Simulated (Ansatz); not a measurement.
# NbSi2: the cost of one run

Computed with Ansatz 0.2.0 (DFT, levels as named, plane waves, PAW, unless a step's input says otherwise).

## 1. The structure to begin with

Symmetry: P6_422, No. 181, hexagonal system. Conventional cell: a = 4.794 Å, b = 4.794 Å, c = 6.589 Å, α = 90.00°, β = 90.00°, γ = 120.00°. Around Nb (site symmetry 222) lie 10 Si at 2.60 to 2.77 Å. Si (site symmetry 2) is surrounded by 5 Nb at 2.60 to 2.77 Å and 5 Si at 2.60 to 2.77 Å.

As a file:

```cif
data_structure
_symmetry_space_group_name_H-M 'P 1'
_symmetry_Int_Tables_number 1
_cell_length_a 4.7940
_cell_length_b 4.7940
_cell_length_c 6.5890
_cell_angle_alpha 90.000
_cell_angle_beta 90.000
_cell_angle_gamma 120.000
_cell_volume 131.14
loop_
_atom_site_label
_atom_site_type_symbol
_atom_site_fract_x
_atom_site_fract_y
_atom_site_fract_z
_atom_site_occupancy
Nb1 Nb 0.50000 0.00000 0.00000 1
Nb2 Nb 0.50000 0.50000 0.66667 1
Nb3 Nb 0.00000 0.50000 0.33333 1
Si1 Si 0.16700 0.33400 0.00000 1
Si2 Si 0.83300 0.16700 0.66667 1
Si3 Si 0.66600 0.83300 0.33333 1
Si4 Si 0.83300 0.66600 0.00000 1
Si5 Si 0.16700 0.83300 0.66667 1
Si6 Si 0.33400 0.16700 0.33333 1
```

## 2. PBE: cell and atoms

input.yaml

```yaml
crystal:
  lattice:
    - [4.794, 0.0, 0.0]
    - [-2.397, 4.15172579, 0.0]
    - [0.0, 0.0, 6.589]
  atoms:
    - { symbol: Nb, position: [0.5, 0.0, 0.0] }
    - { symbol: Nb, position: [0.5, 0.5, 0.66666667] }
    - { symbol: Nb, position: [0.0, 0.5, 0.33333333] }
    - { symbol: Si, position: [0.167, 0.334, 0.0] }
    - { symbol: Si, position: [0.833, 0.167, 0.66666667] }
    - { symbol: Si, position: [0.666, 0.833, 0.33333333] }
    - { symbol: Si, position: [0.833, 0.666, 0.0] }
    - { symbol: Si, position: [0.167, 0.833, 0.66666667] }
    - { symbol: Si, position: [0.334, 0.167, 0.33333333] }
  symmetry: { tolerance: 0.0003 }
hamiltonian:
  xc: pbe
  pseudopotentials: { kind: paw, azcp: { folder: soft_1 } }
basis:
  ecutwfc: 420
magnetization:
  spin_polarized: false
scf:
  occupations: { method: fermi_dirac, width: 0.1 }
kpoints:
  mp_grid: { grid: [8, 8, 5], shift: [0, 0, 0] }
output:
  forces: true
  stress: true
  eigenvalues: true
relax:
  max_steps: 60
  cell: {}
```

Command:

```sh
> ansatz run input.yaml --threads 4 --pin off --max-ram 10240MiB --backend cpu --events-out ev --progress --plain --runs-dir out
```

**Question.** How long does this run take on 4 threads of AMD EPYC 9R14 (Zen 4), shared host, and how much memory does it need?

About 14 s, with a peak of 0.54 GiB.
